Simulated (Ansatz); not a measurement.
A relaxation computed with Ansatz, from input to last step.

```yaml
crystal:
  lattice:
    - [3.0868382229, 0.0, 0.0]
    - [-1.5434191114, 2.6732803184, 0.0]
    - [0.0, 0.0, 5.0905679149]
  atoms:
    - { symbol: Ta, position: [0.3333333339, 0.6666666661, 0.2524074385] }
    - { symbol: Ta, position: [0.6666666661, 0.3333333339, 0.7475925615] }
    - { symbol: C, position: [0.0, 0.0, 0.0] }
basis:
  ecutwfc: 500
kpoints:
  mp_grid: { grid: [18, 18, 10] }
hamiltonian:
  xc: r2scan
scf:
  occupations: { method: gaussian, width: 0.1 }
output:
  forces: true
  stress: true
  eigenvalues: true
relax:
  adjacent_minimum: "off"
  f_tol: 0.008
  max_steps: 40
  cell: { stress_tol: 0.015, fix: [c, angles] }
```

```bash
ansatz run input.yaml --threads 1 --pin off --max-ram 2560MiB --backend cpu --events-out ev --progress --plain --runs-dir out
```

Method: DFT r2SCAN, scalar-relativistic, plane waves, PAW in Ansatz 0.2.0.

Of 5 frames 4 are shown, positions in Å and forces in eV/Å; the SCF threshold varies from step to step. Steps run on the plane waves of an earlier cell, with a Pulay correction in the pressure. The basis is chosen afresh for the last frame, the zero of the energies, and at times for earlier ones too; energy and pressure step there, also at an unchanged geometry. The mark taken_back stands on steps that the optimiser undid.

```xyz
3
Lattice="3.0868 0.0000 0.0000 -1.5434 2.6733 0.0000 0.0000 0.0000 5.0906" Properties=species:S:1:pos:R:3:forces:R:3 pbc="T T T" step=1 free_energy_over_end_meV_per_atom=0.19 pressure_GPa=-3.78
Ta    0.0000    1.7822    1.2849    0.0000    0.0000   -0.0777
Ta    1.5434    0.8911    3.8057    0.0000    0.0000    0.0777
C     0.0000    0.0000    0.0000    0.0000    0.0000    0.0000
3
Lattice="3.1088 0.0000 0.0000 -1.5544 2.6923 0.0000 0.0000 0.0000 5.0906" Properties=species:S:1:pos:R:3:forces:R:3 pbc="T T T" step=2 free_energy_over_end_meV_per_atom=2.93 pressure_GPa=-6.36 taken_back
Ta    0.0000    1.7948    1.2675    0.0000    0.0000    0.2893
Ta    1.5544    0.8974    3.8231    0.0000    0.0000   -0.2893
C     0.0000    0.0000    0.0000    0.0000    0.0000    0.0000
3
Lattice="3.0913 0.0000 0.0000 -1.5457 2.6772 0.0000 0.0000 0.0000 5.0906" Properties=species:S:1:pos:R:3:forces:R:3 pbc="T T T" step=3 free_energy_over_end_meV_per_atom=0.02 pressure_GPa=-4.32
Ta    0.0000    1.7848    1.2812    0.0000    0.0000   -0.0008
Ta    1.5457    0.8924    3.8093    0.0000    0.0000    0.0008
C     0.0000    0.0000    0.0000    0.0000    0.0000    0.0000
3
Lattice="3.0912 0.0000 0.0000 -1.5456 2.6771 0.0000 0.0000 0.0000 5.0906" Properties=species:S:1:pos:R:3:forces:R:3 pbc="T T T" step=5 free_energy_over_end_meV_per_atom=0.00 pressure_GPa=-4.30
Ta    0.0000    1.7847    1.2812    0.0000    0.0000    0.0001
Ta    1.5456    0.8924    3.8094    0.0000    0.0000   -0.0001
C     0.0000    0.0000    0.0000    0.0000    0.0000    0.0000
```

The run took 3 min on 1 thread of Intel(R) Xeon(R) 6975P-C (Granite Rapids), on a shared host, peak memory 1.1 GiB.

Spin–orbit coupling is left out, which can shift energies with elements as heavy as these.